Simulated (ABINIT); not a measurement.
# CuO (P-6m2) in ABINIT: reference runs

How does CuO come out in PBE? The cell is run as given and disturbed.

All numbers are computed with ABINIT 10.8.3 (patched build); they aren't measurements. Logs are shortened: lines on timing, memory, paths and dates and some standing lists are left out, and cuts for length are marked. The log counts tension as positive stress, the text compression.

## Step 1: The crystal as given

The structure is hexagonal, space group P-6m2 (No. 187). Conventional cell: a = 2.836 Å, b = 2.836 Å, c = 2.768 Å, α = 90.00°, β = 90.00°, γ = 120.00°. Cu (site symmetry -6m2) has 6 O at 2.14 Å as nearest neighbours. Around O (site symmetry -6m2) lie 6 Cu at 2.14 Å.

Measurements of this composition are mostly on another form, of space group No. 15.

## Step 2: Single point, PBE

Contents of run.abi:

```
# Pseudopotentials
pp_dirpath "./"
pseudos "Cu.GGA_PBE-JTH.xml, O.GGA_PBE-JTH.xml"

# Structure
acell 3*1.0 Angstrom
rprim
     2.8363251100     0.0000000000     0.0000000000
    -1.4181625500     2.4563296000     0.0000000000
     0.0000000000     0.0000000000     2.7681127800
ntypat 2
znucl 29 8
natom 2
typat 1 2
xred
     0.0000000000     0.0000000000     0.0000000000
     0.6666666667     0.3333333333     0.5000000000

# Plane-wave basis
ecut 26.0
pawecutdg 48.0
pawxcdev 0

# k points
kptopt 1
ngkpt 11 11 10
nshiftk 1
shiftk 0.0 0.0 0.0

# Exchange and correlation
ixc 11

# Bands and occupations
nband 17
occopt 3
tsmear 0.05 eV

# SCF cycle
nstep 100
tolvrs 1.0e-9

# Output
iomode 3
prtwf 0
prteig 0
prtebands 0
enunit 2
prtden 1
prtvha 1
prtvclmb 1
prtpot 1
```

Potentials or basis: JTH PAW PBE v2.0.

The run is started by

```
mpirun --bind-to none -np 4 abinit run.abi > log 2>&1
```

run.abo:

```text
.Version 10.8.3 of ABINIT
 Symmetries : space group P-6 m 2 (#187); Bravais hP (primitive hexag.)
================================================================================
 Values of the parameters that define the memory need of the present run
     intxc =       0    ionmov =       0      iscf =      17    lmnmax =      18
     lnmax =       6     mgfft =      27  mpssoang =       3    mqgrid =    3001
     natom =       2  nloc_mem =       2    nspden =       1   nspinor =       1
    nsppol =       1      nsym =      12    n1xccc =       1    ntypat =       2
    occopt =       3   xclevel =       2
       mpw =         838          nfft =       19683          nkpt =          96
Pmy_natom=         1
 PAW method is used; the additional fine FFT grid is defined by:
   mgfftf=        36    nfftf =     46656
================================================================================
================================================================================

--------------------------------------------------------------------------------
------------- Echo of variables that govern the present computation ------------
--------------------------------------------------------------------------------
 -outvars: echo values of preprocessed input variables --------
            acell      1.8897261259E+00  1.8897261259E+00  1.8897261259E+00 Bohr
              amu      6.35460000E+01  1.59994000E+01
             ecut      2.60000000E+01 Hartree
           enunit           2
                       outvar_i_n : Printing only first  50 k-points.
              ixc          11
                       outvar_i_n : Printing only first  50 k-points.
         kptrlatt       11    0    0      0   11    0      0    0   10
          kptrlen      5.23097504E+01
            natom           2
            nband          17
            ngfft          27      27      27
          ngfftdg          36      36      36
             nkpt          96
            nstep         100
             nsym          12
           ntypat           2
                       prtocc : prtvol=0, do not print more k-points.
           occopt           3
        pawecutdg      4.80000000E+01 Hartree
         pawxcdev           0
        prtebands           0
           prteig           0
           prtpot           1
         prtvclmb           1
           prtvha           1
            prtwf           0
            rprim      2.8363251100E+00  0.0000000000E+00  0.0000000000E+00
                      -1.4181625500E+00  2.4563296000E+00  0.0000000000E+00
                       0.0000000000E+00  0.0000000000E+00  2.7681127800E+00
          spgroup         187
           tolvrs      1.00000000E-09
           tsmear      1.83746611E-03 Hartree
            typat      1  2
           useylm           1
                       outvars : Printing only first  50 k-points.
           xangst      0.0000000000E+00  0.0000000000E+00  0.0000000000E+00
[... 147 lines left out ...]
    2     -0.00000000000000     0.00000000000000    -0.00000000000000
 frms,max,avg= 2.2684123E-26 2.9700488E-26   0.000E+00  0.000E+00  0.000E+00 h/b

 cartesian forces (eV/Angstrom) at end:
    1      0.00000000000000    -0.00000000000000    -0.00000000000000
    2     -0.00000000000000     0.00000000000000    -0.00000000000000
 frms,max,avg= 1.1664645E-24 1.5272605E-24   0.000E+00  0.000E+00  0.000E+00 e/A
 length scales=  1.889726125908  1.889726125908  1.889726125908 bohr
              =  1.000000000000  1.000000000000  1.000000000000 angstroms
 Fermi (or HOMO) energy (hartree) =   0.21082   Average Vxc (hartree)=  -0.43580
 Eigenvalues (hartree) for nkpt=  96  k points:
 kpt#   1, nband= 17, wtk=  0.00083, kpt=  0.0000  0.0000  0.0000 (reduced coord)
  -3.90872   -2.34739   -2.33946   -2.33946   -0.49669    0.07946    0.07946    0.09321
   0.11415    0.14751    0.14751    0.20571    0.20571    0.24934    0.76772    0.82180
   0.82180
      occupation numbers for kpt#   1
   2.00000    2.00000    2.00000    2.00000    2.00000    2.00000    2.00000    2.00000
   2.00000    2.00000    2.00000    1.88280    1.88280    0.00000    0.00000    0.00000
   0.00000
 prteigrs : prtvol=0 or 1, do not print more k-points.

 Fermi (or HOMO) energy (eV) =   5.73662   Average Vxc (eV)= -11.85859
 Eigenvalues (   eV  ) for nkpt=  96  k points:
 kpt#   1, nband= 17, wtk=  0.00083, kpt=  0.0000  0.0000  0.0000 (reduced coord)
-106.36175  -63.87579  -63.65984  -63.65984  -13.51554    2.16215    2.16215    2.53634
   3.10624    4.01401    4.01401    5.59779    5.59779    6.78499   20.89080   22.36221
  22.36221
 prteigrs : prtvol=0 or 1, do not print more k-points.

--- !EnergyTerms
iteration_state     : {dtset: 1, }
comment             : Components of total free energy in Hartree
kinetic             :  1.84010729147732E+01
hartree             :  4.93231211073482E+01
xc                  : -5.62558159277168E+00
Ewald energy        : -1.27955195374669E+02
psp_core            :  8.03025552009078E+00
local_psp           : -1.25202233565014E+02
PAW spherical_terms : -3.10216685423826E+01
internal            : -2.14050229532625E+02
'-kT*entropy'       : -8.70690719100232E-04
total_energy        : -2.14051100223344E+02
total_energy_eV     : -5.82462716455461E+03
...

--- !EnergyTermsDC
iteration_state     : {dtset: 1, }
comment             : '"Double-counting" decomposition of free energy'
band_energy         : -2.11452744861666E+01
Ewald energy        : -1.27955195374669E+02
psp_core            :  8.03025552009078E+00
xc_dc               : -4.76634639064401E+01
PAW spherical_terms : -2.53165529443489E+01
internal            : -2.14050231191534E+02
'-kT*entropy'       : -8.70690719100232E-04
total_energy_dc     : -2.14051101882253E+02
total_energy_dc_eV  : -5.82462720969582E+03
...

--- !EnergyTermsWithPAWCore
iteration_state     : {dtset: 1, }
comment             : 'Components of total free energy, including PAW core contributions'
Total energy        : -1.73018639721102E+03
Total energy DC     : -1.73018639886993E+03
Total energy (eV)   : -4.70807703320515E+04
Total energy DC (eV): -4.70807703771927E+04
...

 Cartesian components of stress tensor (hartree/bohr^3)
  sigma(1 1)= -8.78696129E-05  sigma(3 2)=  0.00000000E+00
  sigma(2 2)= -8.78696805E-05  sigma(3 1)=  0.00000000E+00
  sigma(3 3)=  2.56615054E-04  sigma(2 1)= -1.25421158E-10

-Cartesian components of stress tensor (GPa)         [Pressure= -7.9315E-01 GPa]
- sigma(1 1)= -2.58521327E+00  sigma(3 2)=  0.00000000E+00
- sigma(2 2)= -2.58521526E+00  sigma(3 1)=  0.00000000E+00
- sigma(3 3)=  7.54987555E+00  sigma(2 1)= -3.69001788E-06

== END DATASET(S) ==============================================================
================================================================================

 -outvars: echo values of variables after computation  --------
            acell      1.8897261259E+00  1.8897261259E+00  1.8897261259E+00 Bohr
           etotal     -2.1405110188E+02
            fcart      2.5721377263E-26 -2.9700488209E-26 -0.0000000000E+00
                      -2.5721377263E-26  2.9700488209E-26 -0.0000000000E+00
            rprim      2.8363251100E+00  0.0000000000E+00  0.0000000000E+00
                      -1.4181625500E+00  2.4563296000E+00  0.0000000000E+00
                       0.0000000000E+00  0.0000000000E+00  2.7681127800E+00
           strten     -8.7869612897E-05 -8.7869680539E-05  2.5661505408E-04
                       0.0000000000E+00  0.0000000000E+00 -1.2542115844E-10
           xangst      0.0000000000E+00  0.0000000000E+00  0.0000000000E+00
                       1.4181625567E+00  8.1877653333E-01  1.3840563900E+00
             xred      0.0000000000E+00  0.0000000000E+00  0.0000000000E+00
                       6.6666666667E-01  3.3333333333E-01  5.0000000000E-01
 Calculation completed.
```

Wall time 12 s (4 MPI ranks of Arm Neoverse V2, shared host); peak memory 0.4 GiB.

Results:

| Quantity | Value |
| --- | --- |
| Free energy | -5824.6272 eV |
| Pressure | -0.8 GPa |
| Band gap on the k mesh | none (metal or under the smearing width) |
| Valence electrons inside the program's atomic spheres | Cu 17.24; O 4.46 |

Stress tensor (GPa, compression positive):
```
 2.59  0.00  0.00
 0.00  2.59  0.00
 0.00  0.00 -7.55
```

Levels at points of the mesh, in eV from the Fermi level:
```tsv
k point	band 10	band 11	band 12	band 13	band 14	band 15	band 16	band 17
(0.00, 0.00, 0.00)	-1.72	-1.72	-0.14	-0.14	1.05	15.15	16.63	16.63
(0.00, 0.00, 0.50)	-2.20	-1.50	-0.18	-0.18	7.12	7.58	20.95	20.95
```

Caveat: an odd number of electrons without spin polarisation forces a metal; a magnetic or distorted state may lie lower; the run has no spin polarisation, though such a crystal can be magnetic; semilocal functionals often make such compounds metallic where correlation or magnetic order opens a gap, which also shifts bond lengths. With open d or f shells a metallic result of PBE can be an artefact of self-interaction; +U or a hybrid may open a gap.

## Step 3: Single point, PBE (atoms moved at random, drawn with an rms of 0.05 Å)

Contents of run.abi:

```
# Pseudopotentials
pp_dirpath "./"
pseudos "Cu.GGA_PBE-JTH.xml, O.GGA_PBE-JTH.xml"

# Structure
acell 5.3598776583 5.3598776558 5.2309750363
rprim
     1.0000000000     0.0000000000     0.0000000000
    -0.4999999985     0.8660254047     0.0000000000
     0.0000000000     0.0000000000     1.0000000000
ntypat 2
znucl 29 8
natom 2
typat 1 2
xred
     0.0118650000     0.0046010000    -0.0191100000
     0.6452750000     0.3278360000     0.5076110000
chkprim 0
chksymtnons 0
tolsym 1.0e-6

# Plane-wave basis
ecut 707.496042 eV
pawecutdg 48.0
pawxcdev 0

# k points
kptopt 1
ngkpt 11 11 10
nshiftk 1
shiftk 0.0 0.0 0.0

# Exchange and correlation
ixc 11

# Bands and occupations
nband 17
occopt 3
tsmear 0.05 eV

# SCF cycle
nstep 100
tolvrs 1.0e-9

# Output
iomode 3
prtwf 0
prteig 0
prtebands 0
enunit 2
prtden 1
prtvha 1
prtvclmb 1
prtpot 1
```

Potentials or basis: JTH PAW PBE v2.0.

The run is started by

```
mpirun --bind-to none -np 4 abinit run.abi > log 2>&1
```

It took 64 s on 4 MPI ranks of Arm Neoverse V2, shared host; peak memory 0.64 GiB.

It converged, with:

```yaml
Free_energy: -5824.6205 eV
Pressure: 0.1 GPa
Largest_force: 0.284 eV/Å
Band_gap_on_the_k_mesh: none (metal or under the smearing width)
Valence_electrons_inside_the_program's_atomic_spheres: Cu 17.24; O 4.47
```

Forces in eV/Å, atoms in the order of the input:
```
Cu   0.048 -0.028  0.279
O   -0.048  0.028 -0.279
```

Stress tensor (GPa, compression positive):
```
 3.68 -0.36 -0.78
-0.36  3.30 -0.29
-0.78 -0.29 -6.64
```

Levels at points of the mesh, in eV from the Fermi level:
| k point | band 10 | band 11 | band 12 | band 13 | band 14 | band 15 | band 16 | band 17 |
| --- | --- | --- | --- | --- | --- | --- | --- | --- |
| (0.00, 0.00, 0.00) | -1.77 | -1.69 | -0.31 | -0.01 | 1.05 | 15.02 | 16.38 | 16.90 |
| (0.00, 0.00, 0.50) | -2.22 | -1.52 | -0.46 | 0.08 | 7.08 | 7.59 | 20.72 | 21.13 |

Caveat: an odd number of electrons without spin polarisation forces a metal; a magnetic or distorted state may lie lower; the run has no spin polarisation, though such a crystal can be magnetic; semilocal functionals often make such compounds metallic where correlation or magnetic order opens a gap, which also shifts bond lengths.
